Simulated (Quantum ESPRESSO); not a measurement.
# NiSb (Breithauptite) under changes of volume

One of the cells (17.103 Å³/atom); the others are scaled copies at fixed shape and fractional positions:

```xyz
4
Lattice="3.9280 0.0000 0.0000 -1.9640 3.4017 0.0000 0.0000 0.0000 5.1200" Properties=species:S:1:pos:R:3 pbc="T T T"
Sb    1.9640    1.1339    3.8400
Sb    0.0000    2.2678    1.2800
Ni    0.0000    0.0000    2.5600
Ni    0.0000    0.0000    0.0000
```

- Program: Quantum ESPRESSO 7.5
- Functional: PBE
- Potentials or basis: PseudoDojo 0.4.1 SR PBE standard
- Cutoff: 1333 eV
- Density cutoff: 5333 eV
- k mesh: 4 × 4 × 3
- Occupations: fermi-dirac, width 0.05 eV
- Spin: collinear spin, ferromagnetic start
- Starting moments: [0.0, 0.0, 1.0, 1.0] μB

```tsv
volume (Å³/atom)	energy over the lowest point (meV/atom)	pressure (GPa)
16.077	61.14	13.6
16.419	35.99	10.0
16.761	18.11	6.8
17.103	6.65	4.0
17.446	?	?
17.788	0.00	-0.6
18.130	3.48	-2.5
```

Q: What does the run at 17.446 Å³/atom give?

A: Energy over the lowest point 0.86 meV/atom; pressure 1.6 GPa.

Worked out: A Birch-Murnaghan fit of order 3 (a polynomial in V^(-2/3)) to the other rows has its minimum at 17.68 Å³/atom with B0 = V·E''(V) = 110 GPa and B' = 5.7 at fixed shape and positions, which overstates the stiffness. It gives 0.84 meV/atom at 17.446 Å³/atom, against the run's 0.86, and -dE/dV = 1.5 GPa, against 1.6.

Energies are extrapolated to zero smearing.

Caveats: all runs use coarse meshes.
